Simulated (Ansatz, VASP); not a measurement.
**One calculation of CuO, two programs**

File INCAR:

```
  PREC = Accurate
  ENCUT = 520
  EDIFF = 1E-7
  ISMEAR = -1
  SIGMA = 0.05
  LREAL = F
  LASPH = T
  NELM = 60
  ALGO = Normal
  ISIF = 2
  LWAVE = F
  LCHARG = F
  GGA = PE
  NBANDS = 25
```

File KPOINTS:

```
Automatic mesh
0
Gamma
  9 9 5
```

File POSCAR:

```
CuO
1.0
    3.3525118693      0.0000000000      0.0000000000
   -1.6762559295      2.9033604405      0.0000000000
    0.0000000000      0.0000000000      5.4906403963
Cu O
2 2
Direct
    0.6666666667      0.3333333333      0.0000000000
    0.3333333333      0.6666666667      0.5000000000
    0.6666666667      0.3333333333      0.6252000000
    0.3333333333      0.6666666667      0.1252000000
```

input.yaml

```yaml
crystal:
  lattice:
    - [3.3525118693, 0.0, 0.0]
    - [-1.6762559295, 2.9033604405, 0.0]
    - [0.0, 0.0, 5.4906403963]
  atoms:
    - { symbol: Cu, position: [0.6666666667, 0.3333333333, 0.0] }
    - { symbol: Cu, position: [0.3333333333, 0.6666666667, 0.5] }
    - { symbol: O, position: [0.6666666667, 0.3333333333, 0.6252] }
    - { symbol: O, position: [0.3333333333, 0.6666666667, 0.1252] }
hamiltonian:
  xc: pbe
  pseudopotentials: { kind: paw }
kpoints:
  mp_grid: { grid: [9, 9, 5] }
scf:
  occupations: { method: fermi_dirac, width: 0.05 }
output:
  forces: true
  stress: true
  eigenvalues: true
  write_density: true
  write_potential: true
  elf: true
  volumetric_format: npy
```

Measurements of this composition are mostly on another form, of space group No. 15.

Alike in both runs: task single point; functional PBE; k mesh 9 × 9 × 5; occupations fermi-dirac, width 0.05 eV; no spin polarisation.

|  | VASP | Ansatz |
| --- | --- | --- |
| version | VASP 6.6.1 | Ansatz 0.2.0 |
| potentials or method | VASP PAW PBE potentials, release 64 (Cu, O) | Ansatz PAW |
| plane-wave cutoff (eV) | 520 | 420 |
| valence electrons in the cell | 34 | 50 |

```csv
,VASP,Ansatz,Ansatz less VASP
gap on the k mesh at the Fermi level (eV),none,none,-
pressure (GPa),-13.3,-13.7,-0.35
largest component of the traceless stress (GPa),0.63,0.65,+0.026
rms of the force components (eV/Å),0.030,0.030,+0.0007
```

Atom by atom the forces differ by 0.001 eV/Å (rms over components). A gap of «none» marks a metal or a gap that the smearing closes. The two sets of potentials don't hold the same shells in valence.

Caveats: the run has no spin polarisation, though such a crystal can be magnetic; semilocal functionals often make such compounds metallic where correlation or magnetic order opens a gap, which also shifts bond lengths; the pressure holds a Pulay correction of +0.6 GPa for the finite cutoff (Ansatz).
